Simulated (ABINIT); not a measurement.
# CdTe (F-43m) in ABINIT: further runs

One crystal, CdTe, is run at these levels: PBEsol, LDA; tasks: single point.

Everything below comes from runs of ABINIT 10.8.3 (patched build). Logs are shortened: lines on timing, memory, paths and dates and some standing lists are left out, and cuts for length are marked. The log counts tension as positive stress, the text compression.

**Measured values to compare with.**

From a printed reference work, data compilation, for a bulk crystal of CdTe at 0 K: band gap 1.607 eV.

The results are compared with them further down.

## (1) Starting point

It takes space group F-43m (No. 216, cubic). The conventional cell has a = 6.410 Å, b = 6.410 Å, c = 6.410 Å, α = 90.00°, β = 90.00°, γ = 90.00°. Te (site symmetry -43m) has 4 Cd at 2.78 Å as nearest neighbours. Around Cd (site symmetry -43m) lie 4 Te at 2.78 Å.

## (2) Single point, PBEsol

The input, run.abi:

```
# Pseudopotentials
pp_dirpath "./"
pseudos "Te.upf, Cd.upf"

# Structure
acell 3*1.0
rprim
     0.0000000000     6.0565722294     6.0565722294
     6.0565722294     0.0000000000     6.0565722294
     6.0565722294     6.0565722294     0.0000000000
ntypat 2
znucl 52 48
natom 2
typat 1 2
xred
     0.7500000000     0.7500000000     0.7500000000
     0.0000000000     0.0000000000     0.0000000000

# Plane-wave basis
ecut 1278.935154 eV

# k points
kptopt 1
ngkpt 5 5 5
nshiftk 1
shiftk 0.0 0.0 0.0

# Exchange and correlation
ixc -116133

# Bands and occupations
nband 22
occopt 3
tsmear 0.00183747

# SCF cycle
nstep 100
tolvrs 1.0e-10

# Output
iomode 3
prtwf 0
prtden 0
prteig 0
prtebands 0
enunit 1
```

Potentials or basis: PseudoDojo NC SR PBEsol v0.4.1 standard.

Started as:

```bash
abinit run.abi > log 2>&1
```

run.abo:

```text
.Version 10.8.3 of ABINIT
 Symmetries : space group F-4 3 m (#216); Bravais cF (face-center cubic)
================================================================================
 Values of the parameters that define the memory need of the present run
     intxc =       0    ionmov =       0      iscf =       7    lmnmax =       6
     lnmax =       6     mgfft =      54  mpssoang =       3    mqgrid =    3001
     natom =       2  nloc_mem =       1    nspden =       1   nspinor =       1
    nsppol =       1      nsym =      24    n1xccc =    2501    ntypat =       2
    occopt =       3   xclevel =       2
       mpw =        6854          nfft =      157464          nkpt =          10
================================================================================
================================================================================

--------------------------------------------------------------------------------
------------- Echo of variables that govern the present computation ------------
--------------------------------------------------------------------------------
 -outvars: echo values of preprocessed input variables --------
            acell      1.0000000000E+00  1.0000000000E+00  1.0000000000E+00 Bohr
              amu      1.27600000E+02  1.12411000E+02
             ecut      4.70000000E+01 Hartree
           enunit           1
              ixc     -116133
         kptrlatt        5    0    0      0    5    0      0    0    5
          kptrlen      4.28264329E+01
            natom           2
            nband          22
            ngfft          54      54      54
             nkpt          10
            nstep         100
             nsym          24
           ntypat           2
           occopt           3
           prtden           0
        prtebands           0
           prteig           0
            prtwf           0
            rprim      0.0000000000E+00  6.0565722294E+00  6.0565722294E+00
                       6.0565722294E+00  0.0000000000E+00  6.0565722294E+00
                       6.0565722294E+00  6.0565722294E+00  0.0000000000E+00
          spgroup         216
           tolvrs      1.00000000E-10
           tsmear      1.83747000E-03 Hartree
            typat      1  2
           xangst      4.8074999967E+00  4.8074999967E+00  4.8074999967E+00
                       0.0000000000E+00  0.0000000000E+00  0.0000000000E+00
            xcart      9.0848583441E+00  9.0848583441E+00  9.0848583441E+00
                       0.0000000000E+00  0.0000000000E+00  0.0000000000E+00
             xred      7.5000000000E-01  7.5000000000E-01  7.5000000000E-01
                       0.0000000000E+00  0.0000000000E+00  0.0000000000E+00
            znucl       52.00000   48.00000

================================================================================

 chkinp: Checking input parameters for consistency.

[... 91 lines left out ...]
...

 Integrated electronic density in atomic spheres:
 ------------------------------------------------
 Atom  Sphere_radius  Integrated_density
    1        2.00000         11.96319832
    2        2.00000         17.15757990
================================================================================

 ----iterations are completed or convergence reached----

 Mean square residual over all n,k,spin=   94.972E-09; max=  17.406E-06
 reduced coordinates (array xred) for    2 atoms
       0.750000000000      0.750000000000      0.750000000000
       0.000000000000      0.000000000000      0.000000000000
 rms dE/dt=  4.7600E-29; max dE/dt=  6.7316E-29; dE/dt below (all hartree)
    1      -0.000000000000     -0.000000000000      0.000000000000
    2       0.000000000000      0.000000000000      0.000000000000

 cartesian coordinates (angstrom) at end:
    1      4.80749999671822     4.80749999671822     4.80749999671822
    2      0.00000000000000     0.00000000000000     0.00000000000000

 cartesian forces (hartree/bohr) at end:
    1     -0.00000000000000    -0.00000000000000     0.00000000000000
    2      0.00000000000000     0.00000000000000    -0.00000000000000
 frms,max,avg= 5.3206901E-30 8.3359194E-30   0.000E+00  0.000E+00  0.000E+00 h/b

 cartesian forces (eV/Angstrom) at end:
    1     -0.00000000000000    -0.00000000000000     0.00000000000000
    2      0.00000000000000     0.00000000000000    -0.00000000000000
 frms,max,avg= 2.7360089E-28 4.2865021E-28   0.000E+00  0.000E+00  0.000E+00 e/A
 length scales=  1.000000000000  1.000000000000  1.000000000000 bohr
              =  0.529177210544  0.529177210544  0.529177210544 angstroms
 Fermi (or HOMO) energy (eV) =   4.71881   Average Vxc (eV)=  -9.37926
 Eigenvalues (   eV  ) for nkpt=  10  k points:
 kpt#   1, nband= 22, wtk=  0.00800, kpt=  0.0000  0.0000  0.0000 (reduced coord)
 -97.80919  -58.89846  -58.89846  -58.89846  -31.78040  -31.78040  -31.78040  -31.77112
 -31.77112   -7.09600   -4.05864   -4.05864   -4.05864   -3.76908   -3.76908    4.31524
   4.31524    4.31524    5.06706    8.85841    8.85841    8.85841
 prteigrs : prtvol=0 or 1, do not print more k-points.

--- !EnergyTerms
iteration_state     : {dtset: 1, }
comment             : Components of total free energy in Hartree
kinetic             :  1.18253591927337E+02
hartree             :  9.37534197436549E+01
xc                  : -4.84514371656489E+01
Ewald energy        : -1.45334209189535E+02
psp_core            :  4.86881787682954E+00
local_psp           : -2.77476126520475E+02
non_local_psp       : -2.55279199658370E+01
internal            : -2.79913863293675E+02
'-kT*entropy'       : -4.73807656022814E-07
total_energy        : -2.79913863767483E+02
total_energy_eV     : -7.61684426258188E+03
band_energy         : -3.32946701130177E+01
...

 Cartesian components of stress tensor (hartree/bohr^3)
  sigma(1 1)= -5.31243897E-05  sigma(3 2)=  0.00000000E+00
  sigma(2 2)= -5.31243897E-05  sigma(3 1)=  0.00000000E+00
  sigma(3 3)= -5.31243897E-05  sigma(2 1)=  0.00000000E+00

-Cartesian components of stress tensor (GPa)         [Pressure=  1.5630E+00 GPa]
- sigma(1 1)= -1.56297351E+00  sigma(3 2)=  0.00000000E+00
- sigma(2 2)= -1.56297351E+00  sigma(3 1)=  0.00000000E+00
- sigma(3 3)= -1.56297351E+00  sigma(2 1)=  0.00000000E+00

== END DATASET(S) ==============================================================
================================================================================

 -outvars: echo values of variables after computation  --------
            acell      1.0000000000E+00  1.0000000000E+00  1.0000000000E+00 Bohr
           etotal     -2.7991386377E+02
            fcart     -2.7786397994E-30 -2.7786397994E-30  8.3359193983E-30
                       2.7786397994E-30  2.7786397994E-30 -8.3359193983E-30
            rprim      0.0000000000E+00  6.0565722294E+00  6.0565722294E+00
                       6.0565722294E+00  0.0000000000E+00  6.0565722294E+00
                       6.0565722294E+00  6.0565722294E+00  0.0000000000E+00
           strten     -5.3124389736E-05 -5.3124389736E-05 -5.3124389736E-05
                       0.0000000000E+00  0.0000000000E+00  0.0000000000E+00
           xangst      4.8074999967E+00  4.8074999967E+00  4.8074999967E+00
                       0.0000000000E+00  0.0000000000E+00  0.0000000000E+00
             xred      7.5000000000E-01  7.5000000000E-01  7.5000000000E-01
                       0.0000000000E+00  0.0000000000E+00  0.0000000000E+00
 Calculation completed.
```

It took 68 s on 1 thread of Arm Neoverse V2, shared host; peak memory 0.12 GiB.

What came out:

* Free energy: -7616.8443 eV
* Pressure: 1.6 GPa
* Band gap on the k mesh: 0.75 eV, direct
* Valence electrons inside the program's atomic spheres: Te 11.96; Cd 17.16

Caveat: spin-orbit coupling is left out, which moves the levels of the heavy elements.

## (3) Single point, PBEsol

The input, run.abi:

```
# Pseudopotentials
pp_dirpath "./"
pseudos "Te.GGA_PBE-JTH.xml, Cd.GGA_PBE-JTH.xml"

# Structure
acell 8.5652865883 8.5652865883 8.5652865883
rprim
     0.0000000000     0.7071067812     0.7071067812
     0.7071067812     0.0000000000     0.7071067812
     0.7071067812     0.7071067812     0.0000000000
ntypat 2
znucl 52 48
natom 2
typat 1 2
xred
     0.7500000000     0.7500000000     0.7500000000
     0.0000000000     0.0000000000     0.0000000000

# Plane-wave basis
ecut 17.0
pawecutdg 34.0

# k points
kptopt 1
ngkpt 3 3 3
nshiftk 1
shiftk 0.0 0.0 0.0

# Exchange and correlation
ixc -116133

# Bands and occupations
nband 13
occopt 3
tsmear 0.00183747

# SCF cycle
nstep 100
tolvrs 1.0e-9

# Output
iomode 3
prtwf 0
prtden 0
prteig 0
prtebands 0
prtvol 2
```

Potentials or basis: JTH PAW PBE v2.0.

Started as:

```bash
abinit run.abi > log 2>&1
```

Wall time 16 s (1 thread of Arm Neoverse V1, shared host); peak memory 0.11 GiB.

It converged, with:

```
Free energy                                           : -1521.4467 eV
Band gap on the k mesh                                : 0.72 eV, direct
Valence electrons inside the program's atomic spheres : Te 3.19; Cd 10.47
```

Levels at points of the mesh, in eV from the valence-band top:
| k point | band 7 | band 8 | band 9 | band 10 | band 11 | band 12 |
| --- | --- | --- | --- | --- | --- | --- |
| (0.00, 0.00, 0.00) | 0.00 | 0.00 | 0.00 | 0.72 | 4.49 | 4.49 |

Caveat: the k mesh is coarse (spacing up to 0.57 Å⁻¹), so the values aren't converged; the cutoff is too short for stress, so the log's stress isn't used; the PAW data sets were made with another functional, which shifts forces and pressure a little; spin-orbit coupling is left out, which moves the levels of the heavy elements. As with any semilocal functional, this PBEsol gap is likely too small.

## (4) Single point, LDA

The input, run.abi:

```
# Pseudopotentials
pp_dirpath "./"
pseudos "Te.LDA_PW-JTH.xml, Cd.LDA_PW-JTH.xml"

# Structure
acell 3*1.0 Angstrom
rprim
     0.0000000000     3.2050000000     3.2050000000
     3.2050000000     0.0000000000     3.2050000000
     3.2050000000     3.2050000000     0.0000000000
ntypat 2
znucl 52 48
natom 2
typat 1 2
xred
     0.7500000000     0.7500000000     0.7500000000
     0.0000000000     0.0000000000     0.0000000000

# Plane-wave basis
ecut 17.0
pawecutdg 34.0

# k points
kptopt 1
ngkpt 3 3 3
nshiftk 1
shiftk 0.0 0.0 0.0

# Exchange and correlation
ixc 7

# Bands and occupations
nband 13
occopt 3
tsmear 0.00183747

# SCF cycle
nstep 100
tolvrs 1.0e-9

# Output
iomode 3
prtwf 0
prteig 0
prtebands 0
prtden 1
prtvha 1
prtvclmb 1
prtpot 1
```

Potentials or basis: JTH PAW LDA v2.0.

Started as:

```bash
abinit run.abi > log 2>&1
```

Wall time 5.8 s (1 thread of Arm Neoverse V1, shared host); peak memory 0.11 GiB.

The run converged. Its results:

```yaml
Free_energy: -1527.2395 eV
Band_gap_on_the_k_mesh: 0.56 eV, direct
Valence_electrons_inside_the_program's_atomic_spheres: Te 3.21; Cd 10.48
```

Levels at points of the mesh, in eV from the valence-band top:
```
           k point  band 7  band 8  band 9  band 10  band 11  band 12
(0.00, 0.00, 0.00)    0.00    0.00    0.00     0.56     4.45     4.45
```

Caveat: the k mesh is coarse (spacing up to 0.57 Å⁻¹), so the values aren't converged; the cutoff is too short for stress, so the log's stress isn't used; spin-orbit coupling is left out, which moves the levels of the heavy elements.

## (5) The runs side by side

```csv
level,potentials or basis,k mesh,cutoff (eV),fine-grid cutoff,mesh quality,gap on the mesh (eV)
PBEsol,PseudoDojo NC SR PBEsol v0.4.1 standard,5 × 5 × 5,1279,-,not flagged,0.75
PBEsol,JTH PAW PBE v2.0,3 × 3 × 3,463,925.187 eV,coarse,0.72
LDA,JTH PAW LDA v2.0,3 × 3 × 3,463,925.187 eV,coarse,0.56
```

Alike in all rows: task single point; no spin polarisation; cell as given; smearing fermi-dirac 0.05 eV.

Caveats: some runs use coarse meshes; spin-orbit coupling is left out, which moves the levels of the heavy elements; the PAW data sets were made with another functional, which shifts forces and pressure a little (some runs).

Absolute energies hang on the potentials; compare differences alone.

## (6) Comparison with measurements

Step 2. Measured gap of CdTe: 1.607 eV (0 K; a printed reference work, data compilation). This calculation gives 0.75 eV (-0.86 eV). Spin-orbit coupling on Cd, Te is left out. The value is that of PBEsol, without temperature or zero-point motion. Semilocal functionals fall short of measured gaps as a rule.
